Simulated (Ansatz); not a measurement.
**CdTe (rocksalt): equation of state and elastic constants**

An exercise on one series of results from a longer session: the logs are not shown, and one member is left open.

Program: Ansatz 0.2.0. Level of theory: DFT PBEsol, scalar-relativistic, plane waves, PAW. These are calculated values, not measurements.

## The starting structure

Symmetry: Fm-3m, No. 225, cubic system. The conventional cell has a = 5.996 Å, b = 5.996 Å, c = 5.996 Å, α = 90.00°, β = 90.00°, γ = 90.00°. Around Cd (site symmetry m-3m) lie 6 Te at 3.00 Å. Around Te (site symmetry m-3m) lie 6 Cd at 3.00 Å.

As a file:

```xyz
2
Lattice="0.0000 2.9980 2.9980 2.9980 0.0000 2.9980 2.9980 2.9980 0.0000" Properties=species:S:1:pos:R:3 pbc="T T T"
Cd    2.9980    2.9980    2.9980
Te    0.0000    0.0000    0.0000
```

This cell comes from an earlier session at PBEsol: 26.946 Å³/atom at 0.00 GPa, on a 8×8×8 mesh.

Volume factors to run: 0.980, 1.020, 0.960, 1.040.

Set-up of the first run:

The input, input.yaml:

```yaml
crystal:
  lattice:
    - [0.0, 2.9778835852, 2.9778835852]
    - [2.9778835852, 0.0, 2.9778835852]
    - [2.9778835852, 2.9778835852, 0.0]
  atoms:
    - { symbol: Cd, position: [0.5, 0.5, 0.5] }
    - { symbol: Te, position: [0.0, 0.0, 0.0] }
basis:
  ecutwfc: 420
  ecutrho_ratio: 4
kpoints:
  mp_grid: { grid: [8, 8, 8] }
hamiltonian:
  xc: pbesol
scf:
  occupations: { method: gaussian, width: 0.05 }
output:
  forces: true
  stress: true
  eigenvalues: true
```

Steps of the session up to this table: At 0.980 of the relaxed volume; At 1.020 of the relaxed volume; Volume × 0.960; Scaling the volume by 1.040.

One table of the session follows, with a row left open; its other results are not shown here.

```
volume (Å³/atom)  energy (meV/atom)  pressure (GPa)
          25.868               8.16            2.54
          26.407                  ?               ?
          26.946               0.00            0.00
          27.485               1.87           -1.07
          28.024               7.10           -2.01
```

Q: Estimate the row for volume (Å³/atom) = 26.407 from the others.

Worked estimate for «energy (meV/atom)». A straight line through the neighbours (25.868, 8.16) and (26.946, 0.00) gives 8.16 + (0.00 − 8.16) × (26.407 − 25.868) / (26.946 − 25.868) = 4.08; a parabola fitted to 3 rows on both sides gives 2.10.

The run gave: energy (meV/atom): 1.94; pressure (GPa): 1.19. In «energy (meV/atom)» the line misses by +2.14 and the parabola by +0.16.

volume (Å³/atom), energy (meV/atom) and a bar:
```
    25.87        8.2 ##############################
    26.41        1.9 #######
    26.95        0.0 
    27.49        1.9 #######
    28.02        7.1 ##########################
```

To keep in mind: Spin–orbit coupling is left out, though the cell holds Te; it can open a gap where p bands cross.
